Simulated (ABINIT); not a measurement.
# Ni (Im-3m) in ABINIT: a series of runs

One crystal, Ni, is run at these levels: PBE; tasks: single point.

Everything below comes from runs of ABINIT 10.8.3 (patched build). Logs are shortened: lines on timing, memory, paths and dates and some standing lists are left out, and cuts for length are marked. The log counts tension as positive stress, the text compression.

## Step 1: The crystal as given

The structure is cubic, space group Im-3m (No. 229). Conventional cell: a = 2.767 Å, b = 2.767 Å, c = 2.767 Å, α = 90.00°, β = 90.00°, γ = 90.00°. Around Ni (site symmetry m-3m) lie 8 Ni at 2.40 Å.

This isn't the form of Ni at room conditions, which is fcc.

## Step 2: Single point, PBE, collinear spin, ferrimagnetic start (cell doubled along its third vector)

Input file run.abi:

```
# Pseudopotentials
pp_dirpath "./"
pseudos "Ni.GGA_PBE-JTH.xml"

# Structure
acell 3*1.0
rprim
    -2.6148432727     2.6148432727     2.6148432727
     2.6148432727    -2.6148432727     2.6148432727
     5.2296865454     5.2296865454    -5.2296865454
ntypat 1
znucl 28
natom 2
typat 1 1
xred
     0.0000000000     0.0000000000     0.0000000000
     0.0000000000     0.0000000000     0.5000000000

# Plane-wave basis
ecut 41.0
pawecutdg 63.0
pawxcdev 0

# k points
kptopt 1
ngkpt 10 10 5
nshiftk 1
shiftk 0.0 0.0 0.0
chksymbreak 0

# Exchange and correlation
ixc 11

# Bands and occupations
nband 23
occopt 3
tsmear 0.00183747

# Spin
nsppol 2
spinat
     0.0000000000     0.0000000000     1.0000000000
     0.0000000000     0.0000000000    -0.5000000000

# SCF cycle
nstep 100
tolvrs 1.0e-9

# Output
iomode 3
prtwf 0
prtden 0
prteig 0
prtebands 0
```

Potentials or basis: JTH PAW PBE v2.0.

The run is started by

```sh
$ abinit run.abi > log 2>&1
```

run.abo:

```text
.Version 10.8.3 of ABINIT
 Symmetries : space group Cm m m (# 65); Bravais oC (1-face-center ortho.)
================================================================================
 Values of the parameters that define the memory need of the present run
     intxc =       0    ionmov =       0      iscf =      17    lmnmax =      18
     lnmax =       6     mgfft =      60  mpssoang =       3    mqgrid =    3001
     natom =       2  nloc_mem =       2    nspden =       2   nspinor =       1
    nsppol =       2      nsym =       8    n1xccc =       1    ntypat =       1
    occopt =       3   xclevel =       2
       mpw =        1825          nfft =       54000          nkpt =          93
 PAW method is used; the additional fine FFT grid is defined by:
   mgfftf=        72    nfftf =     93312
================================================================================
================================================================================

--------------------------------------------------------------------------------
------------- Echo of variables that govern the present computation ------------
--------------------------------------------------------------------------------
 -outvars: echo values of preprocessed input variables --------
            acell      1.0000000000E+00  1.0000000000E+00  1.0000000000E+00 Bohr
              amu      5.86900000E+01
      chksymbreak           0
             ecut      4.10000000E+01 Hartree
                       outvar_i_n : Printing only first  50 k-points.
              ixc          11
                       outvar_i_n : Printing only first  50 k-points.
         kptrlatt       10    0    0      0   10    0      0    0    5
          kptrlen      4.52904140E+01
            natom           2
            nband          23
            ngfft          30      30      60
          ngfftdg          36      36      72
             nkpt          93
           nspden           2
           nsppol           2
            nstep         100
             nsym           8
           ntypat           1
                       prtocc : prtvol=0, do not print more k-points.
                       1.000000  1.000000  1.000000  1.000000  1.000000  1.000000
                       1.000000  1.000000  1.000000  1.000000  1.000000  1.000000
                       1.000000  1.000000  1.000000  1.000000  1.000000  1.000000
                       0.000000  0.000000  0.000000  0.000000  0.000000
                       1.000000  1.000000  1.000000  1.000000  1.000000  1.000000
                       1.000000  1.000000  1.000000  1.000000  1.000000  1.000000
                       1.000000  1.000000  1.000000  1.000000  1.000000  1.000000
                       0.000000  0.000000  0.000000  0.000000  0.000000
                       1.000000  1.000000  1.000000  1.000000  1.000000  1.000000
                       1.000000  1.000000  1.000000  1.000000  1.000000  1.000000
                       1.000000  1.000000  1.000000  1.000000  1.000000  1.000000
                       0.000000  0.000000  0.000000  0.000000  0.000000
                       1.000000  1.000000  1.000000  1.000000  1.000000  1.000000
                       1.000000  1.000000  1.000000  1.000000  1.000000  1.000000
                       1.000000  1.000000  1.000000  1.000000  1.000000  1.000000
                       0.000000  0.000000  0.000000  0.000000  0.000000
                       1.000000  1.000000  1.000000  1.000000  1.000000  1.000000
[... 168 lines left out ...]
                       1.000000  1.000000  1.000000  1.000000  1.000000  1.000000
                       1.000000  1.000000  1.000000  1.000000  1.000000  1.000000
                       0.000000  0.000000  0.000000  0.000000  0.000000
                       1.000000  1.000000  1.000000  1.000000  1.000000  1.000000
                       1.000000  1.000000  1.000000  1.000000  1.000000  1.000000
                       1.000000  1.000000  1.000000  1.000000  1.000000  1.000000
                       0.000000  0.000000  0.000000  0.000000  0.000000
                       1.000000  1.000000  1.000000  1.000000  1.000000  1.000000
                       1.000000  1.000000  1.000000  1.000000  1.000000  1.000000
                       1.000000  1.000000  1.000000  1.000000  1.000000  1.000000
                       0.000000  0.000000  0.000000  0.000000  0.000000
                       1.000000  1.000000  1.000000  1.000000  1.000000  1.000000
                       1.000000  1.000000  1.000000  1.000000  1.000000  1.000000
                       1.000000  1.000000  1.000000  1.000000  1.000000  1.000000
                       0.000000  0.000000  0.000000  0.000000  0.000000
                       prtocc : prtvol=0, do not print more k-points.
           occopt           3
        pawecutdg      6.30000000E+01 Hartree
         pawxcdev           0
           prtden           0
        prtebands           0
           prteig           0
            prtwf           0
            rprim     -2.6148432727E+00  2.6148432727E+00  2.6148432727E+00
                       2.6148432727E+00 -2.6148432727E+00  2.6148432727E+00
                       5.2296865454E+00  5.2296865454E+00 -5.2296865454E+00
          spgroup          65
           spinat      0.0000000000E+00  0.0000000000E+00  1.0000000000E+00
                       0.0000000000E+00  0.0000000000E+00 -5.0000000000E-01
           tolvrs      1.00000000E-09
           tsmear      1.83747000E-03 Hartree
[... 155 lines left out ...]
    2 Ni   1.81432     7.933078     7.933077     15.866155     0.000001
 ------------------------------------------------------------------------------------------------------------
  Sum:                15.866154    15.866155     31.732309    -0.000001
 Total magnetization (from the atomic spheres):               -0.000001
 Total magnetization (exact up - dn):                         -0.000001

================================================================================

 ----iterations are completed or convergence reached----

 Mean square residual over all n,k,spin=   45.730E-10; max=  58.160E-07
 reduced coordinates (array xred) for    2 atoms
       0.000000000000      0.000000000000      0.000000000000
       0.000000000000      0.000000000000      0.500000000000
 rms dE/dt=  0.0000E+00; max dE/dt=  0.0000E+00; dE/dt below (all hartree)
    1       0.000000000000      0.000000000000      0.000000000000
    2       0.000000000000      0.000000000000      0.000000000000

 cartesian coordinates (angstrom) at end:
    1      0.00000000000000     0.00000000000000     0.00000000000000
    2      1.38371546905713     1.38371546905713    -1.38371546905713

 cartesian forces (hartree/bohr) at end:
    1     -0.00000000000000    -0.00000000000000    -0.00000000000000
    2     -0.00000000000000    -0.00000000000000    -0.00000000000000
 frms,max,avg= 0.0000000E+00 0.0000000E+00   0.000E+00  0.000E+00  0.000E+00 h/b

 cartesian forces (eV/Angstrom) at end:
    1     -0.00000000000000    -0.00000000000000    -0.00000000000000
    2     -0.00000000000000    -0.00000000000000    -0.00000000000000
 frms,max,avg= 0.0000000E+00 0.0000000E+00   0.000E+00  0.000E+00  0.000E+00 e/A
 length scales=  1.000000000000  1.000000000000  1.000000000000 bohr
              =  0.529177210544  0.529177210544  0.529177210544 angstroms
 Fermi (or HOMO) energy (hartree) =   0.43327   Average Vxc (hartree)=  -0.49272
 Magnetization (Bohr magneton)=  7.90230786E-07
 Total spin up =  1.79999996E+01   Total spin down =  1.80000004E+01
 Eigenvalues (hartree) for nkpt=  93  k points, SPIN UP:
 kpt#   1, nband= 23, wtk=  0.00200, kpt=  0.0000  0.0000  0.0000 (reduced coord)
  -3.35424   -3.35270   -1.90267   -1.89665   -1.89345   -1.89345   -1.89345   -1.89341
   0.09674    0.26459    0.32324    0.35980    0.35980    0.35980    0.40932    0.41115
   0.41115    0.41738    0.44093    0.44811    0.68479    1.14019    1.18443
      occupation numbers for kpt#   1
   1.00000    1.00000    1.00000    1.00000    1.00000    1.00000    1.00000    1.00000
   1.00000    1.00000    1.00000    1.00000    1.00000    1.00000    1.00000    0.99999
   0.99999    0.99982    0.01524    0.00031    0.00000    0.00000    0.00000
 prteigrs : prtvol=0 or 1, do not print more k-points.

 Eigenvalues (hartree) for nkpt=  93  k points, SPIN DOWN:
 kpt#   1, nband= 23, wtk=  0.00200, kpt=  0.0000  0.0000  0.0000 (reduced coord)
  -3.35424   -3.35270   -1.90267   -1.89665   -1.89345   -1.89345   -1.89345   -1.89341
   0.09674    0.26459    0.32324    0.35980    0.35980    0.35980    0.40932    0.41115
   0.41115    0.41738    0.44093    0.44811    0.68479    1.14019    1.18443
      occupation numbers for kpt#   1
   1.00000    1.00000    1.00000    1.00000    1.00000    1.00000    1.00000    1.00000
   1.00000    1.00000    1.00000    1.00000    1.00000    1.00000    1.00000    0.99999
   0.99999    0.99982    0.01524    0.00031    0.00000    0.00000    0.00000
 prteigrs : prtvol=0 or 1, do not print more k-points.

--- !EnergyTerms
iteration_state     : {dtset: 1, }
comment             : Components of total free energy in Hartree
kinetic             :  5.79372274687674E+01
hartree             :  7.89482646993012E+01
xc                  : -1.33439247174550E+01
Ewald energy        : -2.25465068968227E+02
psp_core            :  1.10707025872296E+01
local_psp           : -2.39254629957479E+02
PAW spherical_terms : -1.16193412541230E+01
internal            : -3.41726770141986E+02
'-kT*entropy'       : -9.82511909363981E-04
total_energy        : -3.41727752653895E+02
total_energy_eV     : -9.29888586843619E+03
...

--- !EnergyTermsDC
iteration_state     : {dtset: 1, }
comment             : '"Double-counting" decomposition of free energy'
band_energy         : -2.91021513689000E+01
Ewald energy        : -2.25465068968227E+02
psp_core            :  1.10707025872296E+01
xc_dc               : -7.49302988008800E+01
PAW spherical_terms : -2.32999537632688E+01
internal            : -3.41726770314046E+02
'-kT*entropy'       : -9.82511909363981E-04
total_energy_dc     : -3.41727752825956E+02
total_energy_dc_eV  : -9.29888587311821E+03
...

--- !EnergyTermsWithPAWCore
iteration_state     : {dtset: 1, }
comment             : 'Components of total free energy, including PAW core contributions'
Total energy        : -3.04158284293818E+03
Total energy DC     : -3.04158284311024E+03
Total energy (eV)   : -8.27656855383398E+04
Total energy DC (eV): -8.27656855430218E+04
...

 Cartesian components of stress tensor (hartree/bohr^3)
  sigma(1 1)= -2.23159936E-04  sigma(3 2)=  0.00000000E+00
  sigma(2 2)= -2.23159936E-04  sigma(3 1)=  0.00000000E+00
  sigma(3 3)= -2.23160053E-04  sigma(2 1)= -2.89423231E-09

-Cartesian components of stress tensor (GPa)         [Pressure=  6.5656E+00 GPa]
- sigma(1 1)= -6.56559198E+00  sigma(3 2)=  0.00000000E+00
- sigma(2 2)= -6.56559198E+00  sigma(3 1)=  0.00000000E+00
- sigma(3 3)= -6.56559544E+00  sigma(2 1)= -8.51512545E-05

== END DATASET(S) ==============================================================
================================================================================

 -outvars: echo values of variables after computation  --------
            acell      1.0000000000E+00  1.0000000000E+00  1.0000000000E+00 Bohr
           etotal     -3.4172775283E+02
            fcart     -0.0000000000E+00 -0.0000000000E+00 -0.0000000000E+00
                      -0.0000000000E+00 -0.0000000000E+00 -0.0000000000E+00
            rprim     -2.6148432727E+00  2.6148432727E+00  2.6148432727E+00
                       2.6148432727E+00 -2.6148432727E+00  2.6148432727E+00
                       5.2296865454E+00  5.2296865454E+00 -5.2296865454E+00
           strten     -2.2315993563E-04 -2.2315993563E-04 -2.2316005332E-04
                       0.0000000000E+00  0.0000000000E+00 -2.8942323122E-09
           xangst      0.0000000000E+00  0.0000000000E+00  0.0000000000E+00
                       1.3837154691E+00  1.3837154691E+00 -1.3837154691E+00
             xred      0.0000000000E+00  0.0000000000E+00  0.0000000000E+00
                       1.4095506013E-17  1.4095506013E-17  5.0000000000E-01
 Calculation completed.
```

Wall time 12 min (1 thread of Arm Neoverse V2, shared host); peak memory 0.3 GiB.

What came out:

```yaml
Free_energy: -9298.8859 eV
Pressure: 6.6 GPa
Band_gap_on_the_k_mesh: none (metal or under the smearing width)
Net_moment: 0.00 μB per cell
Valence_electrons_inside_the_program's_atomic_spheres: Ni 15.87 (radii [0.9601] Å)
```

Levels at points of the mesh, in eV from the Fermi level:
Spin up:
```
           k point  band 14  band 15  band 16  band 17  band 18  band 19  band 20  band 21  band 22  band 23
(0.00, 0.00, 0.00)    -2.00    -0.65    -0.60    -0.60    -0.43     0.21     0.40     6.84    19.24    20.44
(0.50, 0.00, 0.00)    -0.65    -0.43    -0.43     0.21     0.21     0.40     0.40     6.84     6.84    19.24
(0.50, 0.50, 0.00)    -0.43     0.17     0.17     0.17     0.21     0.40     6.84     9.94     9.94     9.94
```
Spin down:
| k point | band 14 | band 15 | band 16 | band 17 | band 18 | band 19 | band 20 | band 21 | band 22 | band 23 |
| --- | --- | --- | --- | --- | --- | --- | --- | --- | --- | --- |
| (0.00, 0.00, 0.00) | -2.00 | -0.65 | -0.60 | -0.60 | -0.43 | 0.21 | 0.40 | 6.84 | 19.24 | 20.44 |
| (0.50, 0.00, 0.00) | -0.65 | -0.43 | -0.43 | 0.21 | 0.21 | 0.40 | 0.40 | 6.84 | 6.84 | 19.24 |
| (0.50, 0.50, 0.00) | -0.43 | 0.17 | 0.17 | 0.17 | 0.21 | 0.40 | 6.84 | 9.94 | 9.94 | 9.94 |

## Step 3: Single point, PBE, collinear spin, random start

Input file run.abi:

```
# Pseudopotentials
pp_dirpath "./"
pseudos "Ni.GGA_PBE-JTH.xml"

# Structure
acell 3*1.0
rprim
    -2.6148432727     2.6148432727     2.6148432727
     2.6148432727    -2.6148432727     2.6148432727
     2.6148432727     2.6148432727    -2.6148432727
ntypat 1
znucl 28
natom 1
typat 1
xred
     0.0000000000     0.0000000000     0.0000000000

# Plane-wave basis
ecut 41.0
pawecutdg 63.0
pawxcdev 0

# k points
kptopt 1
ngkpt 10 10 10
nshiftk 1
shiftk 0.0 0.0 0.0

# Exchange and correlation
ixc 11

# Bands and occupations
nband 14
occopt 3
tsmear 0.00183747

# Spin
nsppol 2
spinat
     0.0000000000     0.0000000000    -1.0900000000

# SCF cycle
nstep 100
tolvrs 1.0e-9

# Output
iomode 3
prtwf 0
prtden 0
prteig 0
prtebands 0
```

Potentials or basis: JTH PAW PBE v2.0.

The run is started by

```sh
$ abinit run.abi > log 2>&1
```

run.abo:

```text
.Version 10.8.3 of ABINIT
 Symmetries : space group Im -3 m (#229); Bravais cI (body-center cubic)
================================================================================
 Values of the parameters that define the memory need of the present run
     intxc =       0    ionmov =       0      iscf =      17    lmnmax =      18
     lnmax =       6     mgfft =      30  mpssoang =       3    mqgrid =    3001
     natom =       1  nloc_mem =       2    nspden =       2   nspinor =       1
    nsppol =       2      nsym =      48    n1xccc =       1    ntypat =       1
    occopt =       3   xclevel =       2
       mpw =         925          nfft =       27000          nkpt =          47
 PAW method is used; the additional fine FFT grid is defined by:
   mgfftf=        36    nfftf =     46656
================================================================================
================================================================================

--------------------------------------------------------------------------------
------------- Echo of variables that govern the present computation ------------
--------------------------------------------------------------------------------
 -outvars: echo values of preprocessed input variables --------
            acell      1.0000000000E+00  1.0000000000E+00  1.0000000000E+00 Bohr
              amu      5.86900000E+01
             ecut      4.10000000E+01 Hartree
              ixc          11
         kptrlatt       10    0    0      0   10    0      0    0   10
          kptrlen      4.52904140E+01
            natom           1
            nband          14
            ngfft          30      30      30
          ngfftdg          36      36      36
             nkpt          47
           nspden           2
[... 212 lines left out ...]
band_energy         : -1.45474613165853E+01
Ewald energy        : -1.12732534484108E+02
psp_core            :  5.53535129361478E+00
xc_dc               : -3.74670544090588E+01
PAW spherical_terms : -1.16516939660849E+01
internal            : -1.70863392882222E+02
'-kT*entropy'       : -5.91121572174530E-04
total_energy_dc     : -1.70863984003794E+02
total_energy_dc_eV  : -4.64944586425437E+03
...

--- !EnergyTermsWithPAWCore
iteration_state     : {dtset: 1, }
comment             : 'Components of total free energy, including PAW core contributions'
Total energy        : -1.52079152844916E+03
Total energy DC     : -1.52079152914594E+03
Total energy (eV)   : -4.13828456802460E+04
Total energy DC (eV): -4.13828456992062E+04
...

 Cartesian components of stress tensor (hartree/bohr^3)
  sigma(1 1)= -2.81434426E-04  sigma(3 2)=  0.00000000E+00
  sigma(2 2)= -2.81434426E-04  sigma(3 1)=  0.00000000E+00
  sigma(3 3)= -2.81434426E-04  sigma(2 1)=  0.00000000E+00

-Cartesian components of stress tensor (GPa)         [Pressure=  8.2801E+00 GPa]
- sigma(1 1)= -8.28008667E+00  sigma(3 2)=  0.00000000E+00
- sigma(2 2)= -8.28008667E+00  sigma(3 1)=  0.00000000E+00
- sigma(3 3)= -8.28008667E+00  sigma(2 1)=  0.00000000E+00

== END DATASET(S) ==============================================================
================================================================================

 -outvars: echo values of variables after computation  --------
            acell      1.0000000000E+00  1.0000000000E+00  1.0000000000E+00 Bohr
           etotal     -1.7086398400E+02
            fcart     -0.0000000000E+00 -0.0000000000E+00 -0.0000000000E+00
            rprim     -2.6148432727E+00  2.6148432727E+00  2.6148432727E+00
                       2.6148432727E+00 -2.6148432727E+00  2.6148432727E+00
                       2.6148432727E+00  2.6148432727E+00 -2.6148432727E+00
           strten     -2.8143442563E-04 -2.8143442563E-04 -2.8143442563E-04
                       0.0000000000E+00  0.0000000000E+00  0.0000000000E+00
 Calculation completed.
```

Wall time 44 s (1 thread of Arm Neoverse V2, shared host); peak memory 0.13 GiB.

What came out:

* Free energy: -4649.4459 eV
* Pressure: 8.3 GPa
* Band gap on the k mesh: none (metal or under the smearing width)
* Net moment: -0.49 μB per cell
* Site moments: Ni -0.52 μB
* Valence electrons inside the program's atomic spheres: Ni 15.87 (radii [0.9601] Å)
